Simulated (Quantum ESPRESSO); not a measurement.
# Hg (P6_3/mmc) in Quantum ESPRESSO: convergence with SCF threshold

Aim: find how far SCF threshold must go before the results for Hg settle, at PBEsol. This setting moves, with any that are tied to it; all else stays.

Everything below comes from runs of Quantum ESPRESSO 7.5. Logs are shortened: lines on timing, memory, paths and dates and some standing lists are left out, and cuts for length are marked.

### 1 Starting point

The structure is hexagonal, space group P6_3/mmc (No. 194). The conventional cell has a = 3.462 Å, b = 3.462 Å, c = 5.488 Å, α = 90.00°, β = 90.00°, γ = 120.00°. Hg (site symmetry -6m2) has 12 Hg at 3.39 to 3.46 Å as nearest neighbours.

### 2 With SCF threshold 0.001 Ry

pw.in

```
&CONTROL
  calculation = 'scf'
  prefix = 'pwscf'
  outdir = './tmp'
  pseudo_dir = './pseudo'
  tprnfor = .true.
  tstress = .true.
  disk_io = 'nowf'
/
&SYSTEM
  ibrav = 0
  nat = 2
  ntyp = 1
  ecutwfc = 88
  nbnd = 28
  occupations = 'smearing'
  smearing = 'fd'
  degauss = 0.00999582
/
&ELECTRONS
  conv_thr = 0.001
  electron_maxstep = 120
  mixing_beta = 0.5
/
ATOMIC_SPECIES
Hg   200.5920 Hg.upf
CELL_PARAMETERS angstrom
   3.4618096384    0.0000000000    0.0000000000
  -1.7309048192    2.9980150899    0.0000000000
   0.0000000000    0.0000000000    5.4875482800
ATOMIC_POSITIONS crystal
Hg     0.3333333333    0.6666666667    0.2500000000
Hg     0.6666666667    0.3333333333    0.7500000000
K_POINTS automatic
9 9 5 0 0 0
```

Potentials or basis: PseudoDojo 0.4 SR PBEsol stringent.

Started as:

```sh
$ OMP_NUM_THREADS=1 pw.x -in pw.in > pw.out
```

pw.out:

```text
This program is part of the open-source Quantum ESPRESSO suite
     for quantum simulation of materials; please cite
         "P. Giannozzi et al., J. Phys.:Condens. Matter 21 395502 (2009);
         "P. Giannozzi et al., J. Phys.:Condens. Matter 29 465901 (2017);
         "P. Giannozzi et al., J. Chem. Phys. 152 154105 (2020);
     in publications or presentations arising from this work. More details at

     Message from routine setup:
     using ibrav=0 with symmetry is DISCOURAGED, use correct ibrav instead

     G-vector sticks info
     --------------------
     sticks:   dense  smooth     PW     G-vecs:    dense   smooth      PW
     Sum        1039    1039    301                42895    42895    6681

     Using Slab Decomposition

     bravais-lattice index     =            0
     lattice parameter (alat)  =       6.5419  a.u.
     unit-cell volume          =     384.3368 (a.u.)^3
     number of atoms/cell      =            2
     number of atomic types    =            1
     number of electrons       =        40.00
     number of Kohn-Sham states=           28
     kinetic-energy cutoff     =      88.0000  Ry
     charge density cutoff     =     352.0000  Ry
     scf convergence threshold =      1.0E-03
     mixing beta               =       0.5000
     number of iterations used =            8  plain     mixing
     Exchange-correlation= PBESOL
                           (   1   4  10   8   0   0   0)

     celldm(1)=   6.541872  celldm(2)=   0.000000  celldm(3)=   0.000000
     celldm(4)=   0.000000  celldm(5)=   0.000000  celldm(6)=   0.000000

     crystal axes: (cart. coord. in units of alat)
               a(1) = (   1.000000   0.000000   0.000000 )
               a(2) = (  -0.500000   0.866025   0.000000 )
               a(3) = (   0.000000   0.000000   1.585168 )

     reciprocal axes: (cart. coord. in units 2 pi/alat)
               b(1) = (  1.000000  0.577350 -0.000000 )
               b(2) = (  0.000000  1.154701  0.000000 )
               b(3) = (  0.000000 -0.000000  0.630848 )

     PseudoPot. # 1 for Hg read from file:
     Hg.upf
     Pseudo is Norm-conserving + core correction, Zval = 20.0
     Generated using ONCVPSP code by D. R. Hamann
     Using radial grid of 1246 points,  7 beta functions with:
                l(1) =   0
                l(2) =   0
                l(3) =   1
                l(4) =   1
                l(5) =   2
                l(6) =   2
                l(7) =   3

     atomic species   valence    mass     pseudopotential
     Hg               20.00   200.59200     Hg( 1.00)

     24 Sym. Ops., with inversion, found (12 have fractional translation)

   Cartesian axes

     site n.     atom                  positions (alat units)
         1        Hg     tau(   1) = (  -0.0000000   0.5773503   0.3962919  )
         2        Hg     tau(   2) = (   0.5000000   0.2886751   1.1888757  )

     number of k points=    36  Fermi-Dirac smearing, width (Ry)=  0.0100
                       cart. coord. in units 2pi/alat
        k(    1) = (   0.0000000   0.0000000   0.0000000), wk =   0.0049383
        k(    2) = (   0.0000000   0.0000000   0.1261696), wk =   0.0098765
        k(    3) = (   0.0000000   0.0000000   0.2523393), wk =   0.0098765
        k(    4) = (   0.0000000   0.1283001   0.0000000), wk =   0.0296296
        k(    5) = (   0.0000000   0.1283001   0.1261696), wk =   0.0592593
        k(    6) = (   0.0000000   0.1283001   0.2523393), wk =   0.0592593
[... 28 lines left out ...]
        k(   35) = (   0.3333333   0.5773503   0.1261696), wk =   0.0197531
        k(   36) = (   0.3333333   0.5773503   0.2523393), wk =   0.0197531

     Dense  grid:    42895 G-vectors     FFT dimensions: (  40,  40,  64)

     Initial potential from superposition of free atoms

     starting charge      39.9999, renormalised to      40.0000
     Starting wfcs are   20 randomized atomic wfcs +    8 random wfcs

     Self-consistent Calculation

     iteration #  1     ecut=    88.00 Ry     beta= 0.50
     Davidson diagonalization with overlap
     ethr =  1.00E-02,  avg # of iterations =  5.0

     Threshold (ethr) on eigenvalues was too large:
     Diagonalizing with lowered threshold

     Davidson diagonalization with overlap
     ethr =  3.09E-05,  avg # of iterations =  4.6

     total energy              =    -663.62927507 Ry
     estimated scf accuracy    <       0.01234250 Ry

     iteration #  2     ecut=    88.00 Ry     beta= 0.50
     Davidson diagonalization with overlap
     ethr =  3.09E-05,  avg # of iterations =  2.0

     End of self-consistent calculation

          k = 0.0000 0.0000 0.0000 (  5359 PWs)   bands (ev):

  -103.3351-103.3347 -51.5834 -51.5704 -51.5704 -51.5674 -51.5674 -51.5672
     3.6637   4.2827   4.9352   4.9371   4.9371   5.0347   5.0347   5.1175
     5.1175   5.6325   5.6325   9.6588  10.5652  21.8985  21.8985  23.3068
    24.0910  24.0910  24.3781  24.9273

          k = 0.0000 0.0000 0.1262 (  5335 PWs)   bands (ev):

  -103.3351-103.3347 -51.5818 -51.5701 -51.5701 -51.5687 -51.5677 -51.5677
     3.8929   4.3249   4.8887   4.8887   4.9135   4.9958   4.9958   5.2253
     5.2253   5.6142   5.6142   7.8490  12.8156  22.0671  22.0671  22.7008
    23.3586  23.8481  23.8482  24.1520

          k = 0.0000 0.0000 0.2523 (  5371 PWs)   bands (ev):

  -103.3350-103.3348 -51.5778 -51.5728 -51.5694 -51.5694 -51.5684 -51.5684
     4.3802   4.4209   4.8699   4.8699   4.9184   4.9184   5.0655   5.3990
     5.3990   5.5401   5.5401   6.1360  15.8534  19.2319  22.5493  22.5493
    23.2320  23.2321  23.3917  23.7048

          k = 0.0000 0.1283 0.0000 (  5351 PWs)   bands (ev):

  -103.3351-103.3347 -51.5829 -51.5715 -51.5708 -51.5685 -51.5676 -51.5675
     3.8868   4.3736   4.8503   5.0113   5.0144   5.0548   5.0628   5.0782
     5.1049   5.5239   5.6498   9.7600  10.9430  19.6239  20.8819  22.3834
    24.2942  24.6919  24.9211  25.1299

          k = 0.0000 0.1283 0.1262 (  5347 PWs)   bands (ev):
[... 202 lines left out ...]
          k = 0.3333 0.5774 0.0000 (  5364 PWs)   bands (ev):

  -103.3347-103.3347 -51.5780 -51.5756 -51.5756 -51.5743 -51.5743 -51.5732
     4.4544   4.7572   4.7572   4.9737   4.9737   4.9985   5.3093   5.5824
     5.5824   5.6614   9.7166   9.7166  12.2780  15.8687  15.8687  16.5902
    17.0262  17.0262  20.1601  29.1403

          k = 0.3333 0.5774 0.1262 (  5337 PWs)   bands (ev):

  -103.3347-103.3347 -51.5778 -51.5778 -51.5775 -51.5737 -51.5722 -51.5722
     4.5407   4.6696   4.6696   5.0125   5.0420   5.0420   5.2882   5.5337
     5.6045   5.6045   9.9176   9.9176  12.5834  14.3469  14.3469  15.8457
    18.9042  18.9042  21.1676  28.4551

          k = 0.3333 0.5774 0.2523 (  5361 PWs)   bands (ev):

  -103.3347-103.3347 -51.5794 -51.5794 -51.5763 -51.5749 -51.5705 -51.5705
     4.5757   4.5757   4.7720   4.9988   5.1059   5.1059   5.2431   5.2858
     5.6382   5.6382  10.3752  10.3752  12.9879  12.9879  13.4076  14.5689
    21.1789  21.1790  23.2430  25.7672

     the Fermi energy is    10.9655 ev

!    total energy              =    -663.63177113 Ry
     estimated scf accuracy    <       0.00095081 Ry
     smearing contrib. (-TS)   =      -0.00161946 Ry
     internal energy E=F+TS    =    -663.63015168 Ry

     The total energy is F=E-TS. E is the sum of the following terms:
     one-electron contribution =    -323.32941183 Ry
     hartree contribution      =     169.00765664 Ry
     xc contribution           =    -108.96999364 Ry
     ewald contribution        =    -400.33840284 Ry

     convergence has been achieved in   2 iterations

     Forces acting on atoms (cartesian axes, Ry/au):

     atom    1 type  1   force =     0.00000000   -0.00000000    0.00000000
     atom    2 type  1   force =    -0.00000000    0.00000000    0.00000000

     Total force =     0.000000     Total SCF correction =     0.000000

     Computing stress (Cartesian axis) and pressure

          total   stress  (Ry/bohr**3)                   (kbar)     P=       77.16
   0.00052407  -0.00000000   0.00000000           77.09       -0.00        0.00
  -0.00000000   0.00052407   0.00000000           -0.00       77.09        0.00
   0.00000000   0.00000000   0.00052542            0.00        0.00       77.29

=------------------------------------------------------------------------------=
   JOB DONE.
=------------------------------------------------------------------------------=
```

Run time: 24 s. Hardware: 1 thread of Arm Neoverse V2, shared host; peak memory 0.17 GiB.

Results:

| Item | Value |
| --- | --- |
| Free energy | -9029.1702 eV |
| Pressure | 7.7 GPa |
| Band gap on the k mesh | none (metal or under the smearing width) |

### 3 With SCF threshold 0.0001 Ry

Edit pw.in of step 2 so:

```diff
@@ -20,3 +20,3 @@
 &ELECTRONS
-  conv_thr = 0.001
+  conv_thr = 0.0001
   electron_maxstep = 120
```

Potentials or basis: PseudoDojo 0.4 SR PBEsol stringent.

Started as:

```sh
$ OMP_NUM_THREADS=1 pw.x -in pw.in > pw.out
```

Wall time 34 s (1 thread of Arm Neoverse V2, shared host); peak memory 0.17 GiB.

What came out:

```yaml
Free_energy: -9029.1733 eV
Pressure: -3.1 GPa
Band_gap_on_the_k_mesh: none (metal or under the smearing width)
```

### 4 With SCF threshold 1e-05 Ry

Edit pw.in of step 3 so:

```diff
@@ -20,3 +20,3 @@
 &ELECTRONS
-  conv_thr = 0.0001
+  conv_thr = 1d-05
   electron_maxstep = 120
```

Started as:

```sh
$ OMP_NUM_THREADS=1 pw.x -in pw.in > pw.out
```

Wall time 34 s (1 thread of Arm Neoverse V2, shared host); peak memory 0.17 GiB.

What came out:

| Property | Result |
| --- | --- |
| Free energy | -9029.1733 eV |
| Pressure | -3.1 GPa |
| Band gap on the k mesh | none (metal or under the smearing width) |

### 5 With SCF threshold 1e-06 Ry

Edit pw.in of step 4 so:

```diff
@@ -20,3 +20,3 @@
 &ELECTRONS
-  conv_thr = 1d-05
+  conv_thr = 1d-06
   electron_maxstep = 120
```

Started as:

```sh
$ OMP_NUM_THREADS=1 pw.x -in pw.in > pw.out
```

Wall time 46 s (1 thread of Arm Neoverse V2, shared host); peak memory 0.17 GiB.

Results:

- Free energy: -9029.1733 eV
- Pressure: -2.8 GPa
- Band gap on the k mesh: none (metal or under the smearing width)

### 6 With SCF threshold 1e-07 Ry

Edit pw.in of step 5 so:

```diff
@@ -20,3 +20,3 @@
 &ELECTRONS
-  conv_thr = 1d-06
+  conv_thr = 1d-07
   electron_maxstep = 120
```

Potentials or basis: PseudoDojo 0.4 SR PBEsol stringent.

Started as:

```sh
$ OMP_NUM_THREADS=1 pw.x -in pw.in > pw.out
```

It took 46 s on 1 thread of Arm Neoverse V2, shared host; peak memory 0.17 GiB.

The run converged. Its results:

```
Free energy            : -9029.1733 eV
Pressure               : -2.8 GPa
Band gap on the k mesh : none (metal or under the smearing width)
```

### 7 With SCF threshold 1e-08 Ry

Edit pw.in of step 6 so:

```diff
@@ -20,3 +20,3 @@
 &ELECTRONS
-  conv_thr = 1d-07
+  conv_thr = 1d-08
   electron_maxstep = 120
```

Started as:

```sh
$ OMP_NUM_THREADS=1 pw.x -in pw.in > pw.out
```

It took 53 s on 1 thread of Arm Neoverse V2, shared host; peak memory 0.17 GiB.

The run converged. Its results:

```
Free energy            : -9029.1733 eV
Pressure               : -2.7 GPa
Band gap on the k mesh : none (metal or under the smearing width)
```

### 8 With SCF threshold 1e-10 Ry

Edit pw.in of step 7 so:

```diff
@@ -20,3 +20,3 @@
 &ELECTRONS
-  conv_thr = 1d-08
+  conv_thr = 1d-10
   electron_maxstep = 120
```

Started as:

```sh
$ OMP_NUM_THREADS=1 pw.x -in pw.in > pw.out
```

Run time: 58 s. Hardware: 1 thread of Arm Neoverse V2, shared host; peak memory 0.17 GiB.

It converged, with:

- Free energy: -9029.1733 eV
- Pressure: -2.7 GPa
- Band gap on the k mesh: none (metal or under the smearing width)

### 9 With SCF threshold 1e-12 Ry

Edit pw.in of step 8 so:

```diff
@@ -20,3 +20,3 @@
 &ELECTRONS
-  conv_thr = 1d-10
+  conv_thr = 1d-12
   electron_maxstep = 120
```

Potentials or basis: PseudoDojo 0.4 SR PBEsol stringent.

Started as:

```sh
$ OMP_NUM_THREADS=1 pw.x -in pw.in > pw.out
```

It took 64 s on 1 thread of Arm Neoverse V2, shared host; peak memory 0.17 GiB.

It converged, with:

```yaml
Free_energy: -9029.1733 eV
Pressure: -2.7 GPa
Band_gap_on_the_k_mesh: none (metal or under the smearing width)
```

### 10 The series at a glance

```csv
SCF threshold,"energy less the tightest run, at zero smearing (meV/atom)",pressure (GPa),SCF cycles,CPU time (s),peak memory (GiB)
0.001 Ry,1.41,7.72,2,24,0.17
0.0001 Ry,0.00,-3.06,4,34,0.17
1e-05 Ry,0.00,-3.06,4,34,0.17
1e-06 Ry,0.00,-2.79,6,46,0.17
1e-07 Ry,0.00,-2.79,6,46,0.17
1e-08 Ry,0.00,-2.69,7,53,0.17
1e-10 Ry,0.00,-2.72,8,58,0.17
1e-12 Ry,0.00,-2.72,9,64,0.17
```

Against the tightest run, the energy stays within 1 meV/atom from 0.0001 Ry on; the pressure stays within 0.1 GPa from 1e-06 Ry on. The tightest run that finished is the yardstick and may itself not be fully converged.
